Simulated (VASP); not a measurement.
Results of a VASP single-point calculation on CaO (strained CsCl)

POSCAR

```
Ca O
 1.0000000000000000
     2.7519517797000002    0.0000000000000000    0.0000000000000000
     0.0000000000000000    2.9032089667999998    0.0000000000000000
     0.0000000000000000    0.0000000000000000    2.9032089667999998
 Ca  O
   1   1
Cartesian
  0.0000000000000000  0.0000000000000000  0.0000000000000000
  1.3759758898500001  1.4516044833999999  1.4516044833999999
```

```
gap between bands v and c : 2.88 eV
least direct gap          : 3.13 eV
```

Band v is the last that the valence electrons fill when counted band by band, and c is the next. Levels in eV from the top of v:

```json
{"point": "Γ", "v−1": "-0.78", "v": "-0.25", "c": "2.88", "c+1": "2.90"}
{"point": "X", "v−1": "-1.46", "v": "-0.73", "c": "3.82", "c+1": "7.61"}
{"point": "M", "v−1": "-2.42", "v": "-0.45", "c": "4.43", "c+1": "4.88"}
{"point": "R", "v−1": "-4.03", "v": "-3.99", "c": "8.43", "c+1": "8.43"}
```

Q: Which of these levels of theory gave these results?
A. r²SCAN
B. PBEsol
C. LDA
D. PBE
E. PBE0
F. HSE06
G. PBE with spin–orbit coupling

A: A.

The INCAR was:

```
ISIF = 2
ALGO = Normal
LREAL = .FALSE.
LWAVE = .FALSE.
LASPH = .TRUE.
LCHARG = .FALSE.
EDIFF = 1E-7
PREC = Accurate
METAGGA = R2SCAN
IBRION = -1
SIGMA = 0.01
NBANDS = 15
NELM = 120
NSW = 0
ISMEAR = 0
ENCUT = 520
```
